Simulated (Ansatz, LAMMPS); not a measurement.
# Relaxing amorphous TiO2 at 3.44 g/cm^3 (84 atoms), part 3 of 4

Wanted: the relaxed structure of amorphous TiO2 at 3.44 g/cm^3 (84 atoms) and its electronic structure.

Ansatz 0.2.0; Kohn-Sham DFT, PBE, PAW (set soft_2), plane waves.

The cell: 28 Ti and 56 O. The quench rate of 50 K/ps is many orders above laboratory rates. The network of bonds at the start is that of the classical potential that made the cell. Only the Γ point is sampled in the main run, in a cell whose shortest periodic width is 10 Å.

So far. Step 4 (Relaxation): The relaxation changed the energy by -46.4 meV/atom, and atoms moved by 0.28 Å r.m.s., 0.64 Å at most.

### Step 6. Single point at the relaxed geometry

The electronic structure is read at the final geometry, in a run of its own.

The input, input.yaml:

```yaml
crystal:
  lattice:
    - [10.2552, 0.0, 0.0]
    - [0.0, 10.2552, 0.0]
    - [0.0, 0.0, 10.2552]
  atoms:
    - { symbol: Ti, position: [0.26807, 0.25323, 0.19811] }
    - { symbol: Ti, position: [0.55899, 0.07118, 0.45672] }
    - { symbol: Ti, position: [0.1289, 0.71623, 0.20869] }
    - { symbol: Ti, position: [0.12668, 0.976, 0.86302] }
    - { symbol: Ti, position: [0.83764, 0.18185, 0.14799] }
    - { symbol: Ti, position: [0.30899, 0.70851, 0.46079] }
    - { symbol: Ti, position: [0.82295, 0.43991, 0.35597] }
    - { symbol: Ti, position: [0.11325, 0.44083, 0.45243] }
    - { symbol: Ti, position: [0.7241, 0.08275, 0.81728] }
    - { symbol: Ti, position: [0.39859, 0.19085, 0.91334] }
    - { symbol: Ti, position: [0.64378, 0.38557, 0.98578] }
    - { symbol: Ti, position: [0.38366, 0.97034, 0.17758] }
    - { symbol: Ti, position: [0.90593, 0.91709, 0.03251] }
    - { symbol: Ti, position: [0.05905, 0.39383, 0.97862] }
    - { symbol: Ti, position: [0.89603, 0.76326, 0.70749] }
    - { symbol: Ti, position: [0.88245, 0.90419, 0.38082] }
    - { symbol: Ti, position: [0.15101, 0.23803, 0.67665] }
    - { symbol: Ti, position: [0.61782, 0.69649, 0.39393] }
    - { symbol: Ti, position: [0.86588, 0.19065, 0.5152] }
    - { symbol: Ti, position: [0.72493, 0.45092, 0.69435] }
    - { symbol: Ti, position: [0.85158, 0.62503, 0.0575] }
    - { symbol: Ti, position: [0.56413, 0.842, 0.69124] }
    - { symbol: Ti, position: [0.37002, 0.45365, 0.6889] }
    - { symbol: Ti, position: [0.33587, 0.50046, 0.04307] }
    - { symbol: Ti, position: [0.17145, 0.0322, 0.43379] }
    - { symbol: Ti, position: [0.2113, 0.67659, 0.76991] }
    - { symbol: Ti, position: [0.57076, 0.74078, 0.00296] }
    - { symbol: Ti, position: [0.49207, 0.40572, 0.3705] }
    - { symbol: O, position: [0.54912, 0.46792, 0.69869] }
    - { symbol: O, position: [0.95323, 0.51693, 0.44341] }
    - { symbol: O, position: [0.19825, 0.44249, 0.61065] }
    - { symbol: O, position: [0.33525, 0.28751, 0.74876] }
    - { symbol: O, position: [0.02241, 0.28793, 0.54963] }
    - { symbol: O, position: [0.5106, 0.75639, 0.84032] }
    - { symbol: O, position: [0.25319, 0.82898, 0.1806] }
    - { symbol: O, position: [0.2452, 0.14949, 0.53343] }
    - { symbol: O, position: [0.6881, 0.27814, 0.12045] }
    - { symbol: O, position: [0.9865, 0.75465, 0.09212] }
    - { symbol: O, position: [0.94941, 0.53477, 0.9448] }
    - { symbol: O, position: [0.44321, 0.62831, 0.07727] }
    - { symbol: O, position: [0.07317, 0.32725, 0.82319] }
    - { symbol: O, position: [0.39327, 0.39122, 0.21815] }
    - { symbol: O, position: [0.7406, 0.34595, 0.84061] }
    - { symbol: O, position: [0.50311, 0.98572, 0.60547] }
    - { symbol: O, position: [0.39939, 0.1385, 0.10104] }
    - { symbol: O, position: [0.71254, 0.91, 0.76022] }
    - { symbol: O, position: [0.40084, 0.48439, 0.4901] }
    - { symbol: O, position: [0.50136, 0.88692, 0.07638] }
    - { symbol: O, position: [0.79402, 0.61169, 0.72143] }
    - { symbol: O, position: [0.85698, 0.2667, 0.3222] }
    - { symbol: O, position: [0.2459, 0.87122, 0.47529] }
    - { symbol: O, position: [0.4493, 0.72156, 0.35066] }
    - { symbol: O, position: [0.7536, 0.78894, 0.01927] }
    - { symbol: O, position: [0.5202, 0.24525, 0.43209] }
    - { symbol: O, position: [0.76857, 0.36437, 0.53914] }
    - { symbol: O, position: [0.963, 0.27765, 0.07421] }
    - { symbol: O, position: [0.28867, 0.06512, 0.87679] }
    - { symbol: O, position: [0.86301, 0.52884, 0.20425] }
    - { symbol: O, position: [0.48321, 0.98868, 0.32258] }
    - { symbol: O, position: [0.33701, 0.67643, 0.64044] }
    - { symbol: O, position: [0.21935, 0.81859, 0.86344] }
    - { symbol: O, position: [0.23073, 0.08179, 0.26879] }
    - { symbol: O, position: [0.86612, 0.00521, 0.19957] }
    - { symbol: O, position: [0.18528, 0.61312, 0.37008] }
    - { symbol: O, position: [0.05497, 0.68215, 0.69132] }
    - { symbol: O, position: [0.80645, 0.07817, 0.97394] }
    - { symbol: O, position: [0.64538, 0.51373, 0.35666] }
    - { symbol: O, position: [0.46861, 0.37274, 0.96315] }
    - { symbol: O, position: [0.73431, 0.06129, 0.44161] }
    - { symbol: O, position: [0.87851, 0.83495, 0.55185] }
    - { symbol: O, position: [0.08188, 0.08242, 0.72366] }
    - { symbol: O, position: [0.15845, 0.33562, 0.31647] }
    - { symbol: O, position: [0.17269, 0.55674, 0.0981] }
    - { symbol: O, position: [0.73686, 0.79684, 0.32216] }
    - { symbol: O, position: [0.61412, 0.72839, 0.56624] }
    - { symbol: O, position: [0.81319, 0.14765, 0.67739] }
    - { symbol: O, position: [0.95208, 0.87535, 0.84777] }
    - { symbol: O, position: [0.02184, 0.81941, 0.32642] }
    - { symbol: O, position: [0.0637, 0.00776, 0.02325] }
    - { symbol: O, position: [0.98852, 0.05549, 0.44597] }
    - { symbol: O, position: [0.67602, 0.55853, 0.01377] }
    - { symbol: O, position: [0.55791, 0.13457, 0.85564] }
    - { symbol: O, position: [0.28952, 0.53025, 0.85389] }
    - { symbol: O, position: [0.22889, 0.31435, 0.03464] }
kpoints:
  mp_grid: { grid: [1, 1, 1] }
hamiltonian:
  xc: pbe
scf:
  occupations: { method: fermi_dirac, width: 0.025 }
output:
  forces: true
  stress: true
  populations: true
  dos:
    method: { smearing: { sigma: 0.08 } }
    de: 0.05
    projected: { site_lists: { O: [O], Ti: [Ti] } }
  eigenvalues: true
  write_density: true
  write_potential: true
  volumetric_format: npy
```

Run with:

```
ansatz run input.yaml --threads 4 --pin off --max-ram 8192MiB --backend cpu --events-out ev --progress --plain --runs-dir out
```

Numbers of over 12 decimals in the logs are rounded to 6 here.

Output:

```text
[...]
Crystal: 84 atoms, lattice volume = 1078.530 Å³
Basis set: ecut = 420 eV, 21079 PW (Γ), exchange–correlation on 144×144×144 points (8 copies of the dense FFT grid, shifted against one another)
Bands: 420, of which v1, the nominal top of the filled ones, is band 336 counted from 1 (335 counted from 0)
Symmetry: 1 space group operations
[...]
k-points: 1
[...]
SCF iter   1: F=—  HF=-101874.548939 eV  |F-HF|=—  |Δ(HF+E_count)|=         —  Δρ=4.63e-3  dr2=2.37e-1  ethr=1.77e-3  ⟨swp⟩=4.0  Hψ=1547  notcnv=0  defer=31
[...]
SCF iter  12: F=-101874.534129 eV  HF=-101874.534129 eV  |F-HF|=1.03e-8  |Δ(HF+E_count)|=   7.55e-8  Δρ=1.93e-6  dr2=5.05e-8  ethr=1.49e-11  ⟨swp⟩=14.0  Hψ=2655  notcnv=0
SCF 1 converged in 12 iterations: F = -101874.534129 eV  dr2 = 5.05e-8
[...]
SCF converged after 12 iterations
Free energy (F): -101874.534129 eV
[...]
Internal energy: -101874.534129 eV  (E = F + TS)
E sigma→0 (E₀):  -101874.534129 eV
Fermi energy:    7.192413 eV
[...]
--- Forces (eV/Å), atoms counted from 1 ---
  atom   1  Ti     0.00498544     0.00511204     0.00690990
  atom   2  Ti     0.00789930    -0.00373104    -0.00835861
  atom   3  Ti    -0.00837805    -0.00008355    -0.01279360
  atom   4  Ti     0.01037379     0.01148673    -0.00163067
  atom   5  Ti    -0.00735272     0.01838501     0.00837102
  atom   6  Ti     0.00279296     0.01616821    -0.00013360
  atom   7  Ti     0.00467466    -0.01513193     0.01817095
  atom   8  Ti    -0.01536374    -0.03762963     0.00280370
  atom   9  Ti    -0.00881617     0.02935152     0.00251633
  atom  10  Ti    -0.00058402    -0.00455048    -0.00313693
  atom  11  Ti    -0.00964281    -0.01439421    -0.01307241
  atom  12  Ti    -0.01061630     0.01174872    -0.00571155
  atom  13  Ti     0.00388848     0.00549382    -0.00909593
  atom  14  Ti    -0.00123441    -0.00439134    -0.00131096
[...]
atom  83  O     -0.00006788    -0.00339521    -0.00481450
  atom  84  O     -0.00195539     0.00232605     0.00798400
  max |Σ_I F_I| component: 1.04e-4 eV/Å
--- Stress (GPa, compression-positive) ---
        3.015291      -0.027071       1.101838
       -0.027071      -0.454919      -0.058168
        1.101838      -0.058168       1.620273
  P = ⅓ Tr σ = 1.3935 GPa (13.935 kbar)
--- Band table (eV) ---
[...]
--- Löwdin populations: 84 sites ---
  site symbol       q [e]
     0     Ti     10.6579
     1     Ti     10.6772
     2     Ti     10.6500
[...]
83      O      6.6711
  spilling = 0.003417 (of n_electrons = 672.000000)
```

Elapsed: 24 s, on 4 threads of Arm Neoverse V1, shared host; peak memory 1.5 GiB.

Numbers from this run:

```yaml
free_energy: -101874.5341 eV
free_energy_per_atom: -1212.7921 eV/atom
scf_cycles: 12
pressure: 1.394 GPa
r_m_s_force_component: 0.01041 eV/Å
longest_force: 0.04141 eV/Å
fermi_energy: 7.192 eV
spacing_of_highest_filled_and_lowest_empty_level: 2.769 eV
spilling_of_the_projection: 0.003417
```

Löwdin charges by element and coordination (they lack the spilled electrons, 0.027 e an atom on average):

```tsv
element	coordination	atoms	mean charge (e)	spread	least	most
O	all	56	-0.622	0.0497	-0.713	-0.529
O	2	31	-0.585	0.0273	-0.634	-0.529
O	3	24	-0.669	0.0272	-0.713	-0.612
O	4	1	-0.671	0	-0.671	-0.671
Ti	all	28	1.33	0.0233	1.28	1.37
Ti	4	9	1.32	0.0229	1.28	1.35
Ti	5	12	1.33	0.0244	1.29	1.37
Ti	6	7	1.34	0.0157	1.30	1.35
```

Density of states as counts of states in windows of 0.5 eV (from the Fermi level), total and the larger projections:

```tsv
from (eV)	to (eV)	total	O p	Ti d
-10	-6	0.0	0.0	0.0
-6	-5.5	16.6	11.7	3.8
-5.5	-5	39.9	27.7	10.3
-5	-4.5	57.7	40.9	14.5
-4.5	-4	42.2	32.1	8.4
-4	-3.5	33.0	26.0	5.8
-3.5	-3	35.2	28.9	5.1
-3	-2.5	39.4	33.9	4.5
-2.5	-2	40.3	36.0	3.5
-2	-1.5	27.5	25.5	1.6
-1.5	-1	4.3	4.0	0.2
-1	1	0.0	0.0	0.0
1	1.5	7.5	0.5	6.8
1.5	2	36.1	3.3	31.8
2	2.5	38.5	5.0	31.9
2.5	3	36.0	6.0	27.8
```

Between -26 and -10 eV lie 112 more states.

The stored curve holds about 448 of the 672 electrons; the rest, give or take the few that broadening carries across the Fermi level, lie in deeper levels below its range.

The levels nearest the highest filled one (over half full), pooled over k-points and spins:

```tsv
level less the highest filled one (eV)	occupation
-0.316	2
-0.290	2
-0.185	2
-0.140	2
-0.0832	2
0	2
2.77	0
2.81	0
2.84	0
2.88	0
2.92	0
2.95	0
```

Valence density in the ac plane at fractional y = 0.065, with atoms of Ti and O within 0.2 Å of it. It is the smooth field of the valence electrons, not physical close to the nuclei.

Values in e/Å³, 13 rows by 16 columns, each cell a mean:
```
0.3 0.5 0.2 0.3 1.1 0.7 0.2 0.1 0.1 0.1 0.1 0.4 3.3 3.7 0.5 0.1
0.1 0.3 0.4 0.9 5.3 3.1 0.3 0.1 0.6 0.7 0.7 3.1 1.9 0.4 0.1 0.0
0.4 1.2 0.5 0.3 0.9 0.5 0.1 0.1 0.3 0.4 1.2 6.7 3.8 0.2 0.0 0.1
1.6 5.1 1.4 0.1 0.0 0.0 0.0 0.0 0.1 0.1 0.1 0.5 0.5 0.3 0.1 0.1
0.3 0.8 0.3 0.1 0.1 0.0 0.0 0.3 0.4 0.1 0.0 0.1 0.3 0.4 0.1 0.1
0.1 0.1 0.1 0.4 0.3 0.1 0.1 0.3 0.6 0.3 0.1 0.1 0.1 0.1 0.1 0.1
2.3 0.5 2.1 1.9 0.4 0.1 0.0 0.3 4.4 5.3 1.0 2.5 1.9 0.3 0.4 2.5
3.0 0.9 4.7 3.7 0.3 0.0 0.1 0.3 3.6 4.4 1.0 3.8 3.0 0.3 0.4 3.2
0.2 0.1 0.5 1.6 0.9 0.1 0.2 0.6 0.6 0.2 0.1 0.3 0.2 0.1 0.1 0.2
0.0 0.0 0.6 4.4 3.0 0.3 0.2 0.3 0.2 0.1 0.0 0.0 0.1 0.5 0.5 0.1
0.0 0.0 0.1 0.6 0.5 0.3 0.5 0.2 0.0 0.0 0.0 0.0 0.2 1.2 1.1 0.2
0.2 0.2 0.1 0.0 0.1 0.4 1.0 0.4 0.1 0.0 0.0 0.0 0.1 0.3 0.3 0.1
0.9 1.4 0.3 0.0 0.1 0.2 0.3 0.1 0.0 0.0 0.0 0.2 1.6 1.9 0.3 0.2
```
Columns run along a (10.3 Å), rows up along c (10.3 Å). Atoms in or near the plane, at fractional coordinates: Ti at (0.56, 0.46), Ti at (0.72, 0.82), O at (0.29, 0.88), O at (0.23, 0.27), O at (0.81, 0.97), O at (0.73, 0.44), O at (0.08, 0.72), O at (0.99, 0.45).

Electrostatic potential energy in the ac plane at fractional y = 0.065, with atoms of Ti and O within 0.2 Å of it. With pseudopotentials it is smooth inside the atoms' cores, unlike the true potential.

Ten even steps from '0' (-32 eV) to '9' (13 eV), each cell a mean:
```
98889999999989999999971005999
98877885348889999998774238999
98766761005889988885334689999
98755772017999987762001489999
98777888789999998862000379999
94127999999999999874213689999
81006999999999999987667899999
95248999999999999999888899999
99999999999999999999999999999
99999999999999888899999999999
99988888999999866688999988899
68875467899998521258767888886
04731025899987200026101688830
03620014899987300035000688830
57742136899998633368645899975
99876557899998777889999999999
99998411599998899999999999999
99999300388889999999999998999
99999733787778999999999865799
99999999876678999999998864799
99999999887678999999998877899
99999999988778999999999888899
96689999999889999999998788899
85479999999999999999984127999
```
Columns run along a (10.3 Å; values clipped at the 3rd and 97th percentile), rows up along c (10.3 Å). Atoms in or near the plane, at fractional coordinates: Ti at (0.56, 0.46), Ti at (0.72, 0.82), O at (0.29, 0.88), O at (0.23, 0.27), O at (0.81, 0.97), O at (0.73, 0.44), O at (0.08, 0.72), O at (0.99, 0.45).

Mean Löwdin charges: O -0.62, Ti +1.33 e (they miss 0.34 % of the electrons, so they add up to more than the cell's charge). The largest share in the top eV of filled states is O p (92 % of the projected weight), and in the lowest eV of empty states Ti d (88 % of the projected weight).

The surroundings of O84, which has 4 bonded neighbours where the commonest count for O is 2, nearest first, numbered as they follow in the input and with coordinates relative to it.

```tsv
atom	x	y	z	distance (Å)	bonds	Löwdin charge (e)
O84	0.00	0.00	0.00	0.00	4	-0.67
Ti1	0.40	-0.63	1.68	1.83	5	1.34
Ti14	-1.74	0.82	-0.57	2.01	5	1.31
Ti24	1.10	1.91	0.09	2.20	6	1.30
Ti10	1.74	-1.27	-1.24	2.49	6	1.33
O45	1.75	-1.80	0.68	2.60	3	-0.66
O73	-0.58	2.49	0.65	2.63	3	-0.70
O68	2.46	0.60	-0.73	2.63	3	-0.68
O42	1.69	0.79	1.88	2.65	3	-0.66
O41	-1.60	0.13	-2.17	2.70	2	-0.55
O56	-2.73	-0.38	0.41	2.78	2	-0.56
O83	0.62	2.21	-1.85	2.95	3	-0.69
O72	-0.72	0.22	2.89	2.99	2	-0.60
O57	0.61	-2.56	-1.62	3.09	2	-0.57
O32	1.09	-0.28	-2.93	3.14	3	-0.63
```

The column of bonds counts only the pairs O-Ti within 2.68 Å; other neighbours, such as metal atoms beside each other in a compound, aren't counted, and periodic images can show an atom twice.

### Step 7. K-mesh 2×2×2

Large cells are often run on few k-points; this run checks whether the reference had enough.

input.yaml, as its differences from that of step 6:

```diff
@@ -8,3 +8,3 @@
 kpoints:
-  mp_grid: { grid: [1, 1, 1] }
+  mp_grid: { grid: [2, 2, 2] }
 hamiltonian:
@@ -22,4 +22 @@
   eigenvalues: true
-  write_density: true
-  write_potential: true
-  volumetric_format: npy
```

Output:

```text
[...]
Crystal: 84 atoms, lattice volume = 1078.530 Å³
Basis set: ecut = 420 eV, 21079 PW (Γ), exchange–correlation on 144×144×144 points (8 copies of the dense FFT grid, shifted against one another)
Bands: 420, of which v1, the nominal top of the filled ones, is band 336 counted from 1 (335 counted from 0)
Symmetry: 1 space group operations
[...]
k-points: 8
[...]
SCF iter   1: F=—  HF=-101874.566770 eV  |F-HF|=—  |Δ(HF+E_count)|=         —  Δρ=4.61e-3  dr2=2.37e-1  ethr=1.77e-3  ⟨swp⟩=4.1  Hψ=12363  notcnv=0  defer=262
[...]
SCF iter  11: F=—  HF=-101874.551372 eV  |F-HF|=—  |Δ(HF+E_count)|=   1.66e-7  Δρ=3.48e-6  dr2=1.62e-7  ethr=9.93e-11  ⟨swp⟩=2.0  Hψ=4225  notcnv=0  defer=583
SCF iter  12: F=-101874.551372 eV  HF=-101874.551372 eV  |F-HF|=1.03e-8  |Δ(HF+E_count)|=   7.33e-8  Δρ=1.90e-6  dr2=4.90e-8  ethr=1.49e-11  ⟨swp⟩=10.0  Hψ=13020  notcnv=0
SCF 1 converged in 12 iterations: F = -101874.551372 eV  dr2 = 4.90e-8
[...]
SCF converged after 12 iterations
Free energy (F): -101874.551372 eV
[...]
Internal energy: -101874.551372 eV  (E = F + TS)
E sigma→0 (E₀):  -101874.551372 eV
Fermi energy:    7.178450 eV
[...]
Σ components = -101874.551372   (vs F -101874.551372, Δ=0.00e0)
--- Forces (eV/Å), atoms counted from 1 ---
  atom   1  Ti     0.02673600    -0.01218240    -0.00216725
  atom   2  Ti     0.02920031     0.00527389     0.00592826
  atom   3  Ti    -0.00610665    -0.00293529    -0.02712374
  atom   4  Ti     0.01476439    -0.01035837    -0.00798770
[...]
atom  84  O     -0.02103857     0.01285040     0.01984187
  max |Σ_I F_I| component: 1.07e-4 eV/Å
--- Stress (GPa, compression-positive) ---
        2.998704      -0.023589       1.104604
       -0.023589      -0.409246      -0.055851
        1.104605      -0.055851       1.608340
  P = ⅓ Tr σ = 1.3993 GPa (13.993 kbar)
--- Band table (eV; the first three rows and the last of 8) ---
[...]
--- Löwdin populations: 84 sites ---
  site symbol       q [e]
     0     Ti     10.6573
     1     Ti     10.6754
     2     Ti     10.6494
[...]
83      O      6.6711
  spilling = 0.003416 (of n_electrons = 672.000000)
```

Wall time 3.6 min (4 threads); peak memory 5.7 GiB; 14 min of CPU time.

The program notes that it cut back its work space to fit the memory limit.

Geometry and reference: those of the single point at the relaxed geometry.

Forces differ from those of the single point at the relaxed geometry by 16 meV/Å r.m.s.; the energy by -0.21 meV/atom and the gap by -0.032 eV. It took 3.6 min and 12 cycles; the reference's time can't be set against it, since the two runs asked for unlike analyses.

(Part 3 of 4 ends here.)

[Logs are printed without paths, hosts, clocks, repeated set-up lines and the standing remarks that a program may print on its own settings, such as how far it seeks lower states.]

[Hosts, paths, dates, database ids (printed as entryN), source tags and the programs' standing remarks are cut or masked in the printed files.]
